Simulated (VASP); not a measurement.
## MgS under changes of volume

One of the cells (23.123 Å³/atom); the others are scaled copies at fixed shape and fractional positions:

```
S Mg
1.0
     4.06134    0.00000    0.00000
    -2.03067    3.51723    0.00000
     0.00000    0.00000    6.47489
S Mg
2 2
Direct
  0.66667 0.33333 0.87924
  0.33333 0.66667 0.37924
  0.33333 0.66667 0.99575
  0.66667 0.33333 0.49575
```

The cell comes from a database or a generator and needn't be the stable form of this composition.

| Quantity | Value |
| --- | --- |
| Program | VASP 6.6.1 |
| Functional | PBE |
| Potentials or basis | VASP PAW PBE potentials, release 64 (S, Mg) |
| Cutoff | 520 eV |
| k mesh | 8 × 8 × 4 |
| Occupations | fermi-dirac, width 0.05 eV |
| Spin | no spin polarisation |

```tsv
volume (Å³/atom)	energy over the lowest point (meV/atom)	pressure (GPa)	gap on the mesh (eV)	largest force (eV/Å)
21.309	25.88	5.1	3.75	0.041
21.763	13.60	3.6	3.64	0.044
22.216	5.46	2.2	3.54	0.046
23.123	0.00	-0.2	3.34	0.050
23.576	2.02	-1.2	3.24	0.052
24.030	?	?	?	?
```

Q: What does the run at 24.030 Å³/atom give?

A: Energy over the lowest point 6.79 meV/atom; pressure -2.2 GPa; gap on the mesh 3.15 eV; largest force 0.054 eV/Å.

Worked out: A Birch-Murnaghan fit of order 3 (a polynomial in V^(-2/3)) to the other rows has its minimum at 23.04 Å³/atom with B0 = V·E''(V) = 56 GPa and B' = 4.0 at fixed shape and positions, which overstates the stiffness. It gives 6.83 meV/atom at 24.030 Å³/atom, against the run's 6.79, and -dE/dV = -2.2 GPa, against -2.2. A straight line through the other rows of the gap, of slope -5.02 eV per unit of ln V (its deformation potential), extrapolates to 3.15 eV, against the run's 3.15.

Energies are extrapolated to zero smearing.
